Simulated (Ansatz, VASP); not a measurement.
**BAs: programs and potentials compared**

The starting cell:

```
As B
1.0
     0.00000    2.38850    2.38850
     2.38850    0.00000    2.38850
     2.38850    2.38850    0.00000
As B
1 1
Direct
  0.75000 0.75000 0.75000
  0.00000 0.00000 0.00000
```

Alike in all runs: task relaxation of cell and atoms; functional RPBE; k mesh 10 × 10 × 10; occupations fermi-dirac, width 0.05 eV; no spin polarisation; no spin-orbit coupling.

| program and potentials | plane-wave cutoff (eV) | notes | equilibrium volume (Å³/atom) |
| --- | --- | --- | --- |
| Ansatz, Ansatz PAW | 420 | potentials made for PBE, which Ansatz adapts in part; 9 valence electrons an atom on average | 14.18 |
| Ansatz, all-electron LAPW, scalar-relativistic | - | - | 14.18 |
| VASP, PBE PAW files As, B, 600 eV | 600 | potentials made for PBE; 4 valence electrons an atom on average | 14.23 |

The equilibrium volume spans 14.18 (Ansatz, all-electron LAPW, scalar-relativistic) to 14.23 Å³/atom (VASP, PBE PAW files As, B, 600 eV), with all-electron results at 14.18. Some sets were made for another functional than the one run, which can shift their rows. Relaxations stop with a little pressure left, so the last digit of a volume isn't settled.

The functional is the same throughout but for its coding, so the spread measures potentials, basis and numerics; runs on potential files found faulty are left out.
